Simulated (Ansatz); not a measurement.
Runs of Ansatz 0.2.0 on TiC. Symmetry: Fm-3m, No. 225, cubic system. Conventional cell: a = 4.331 Å, b = 4.331 Å, c = 4.331 Å, α = 90.00°, β = 90.00°, γ = 90.00°. Around Ti (site symmetry m-3m) lie 6 C at 2.17 Å. C (site symmetry m-3m) is surrounded by 6 Ti at 2.17 Å. The cell is a database's computed one.

| task | level | k mesh | points for each segment of the path | mesh quality | gap on the mesh (eV) | pressure (GPa) | V0 of scaled cells (Å³/atom) | B0 (GPa) |
| --- | --- | --- | --- | --- | --- | --- | --- | --- |
| band structure | HSE06 | 8 × 8 × 8 | 4 | not flagged | none | -4.9 | - | - |
| equation of state | HSE06 | 6 × 6 × 6 | - | coarse | - | - | (a) | 275 |
| single point | PBE0 | 8 × 8 × 8 | - | not flagged | none | -5.1 | - | - |
| equation of state | PBE0 | 6 × 6 × 6 | - | coarse | - | - | (b) | 272 |

Alike in all rows: potentials or basis Ansatz PAW; no spin polarisation; cell as given; cutoff (eV) 420; smearing fermi-dirac 0.05 eV.

Question: Fill in the values left out.

Answer: (a) 9.98; (b) 9.96.

Caveats: some runs use coarse meshes; the PAW data sets come from PBE, with cores solved anew for the run's functional, which leaves a small shift of forces and pressure (some runs); the thresholds are loose for stress (some runs); the PAW data sets were made with another functional, which shifts forces and pressure a little (some runs).

A gap of «none» marks a metal or a gap under the smearing width.
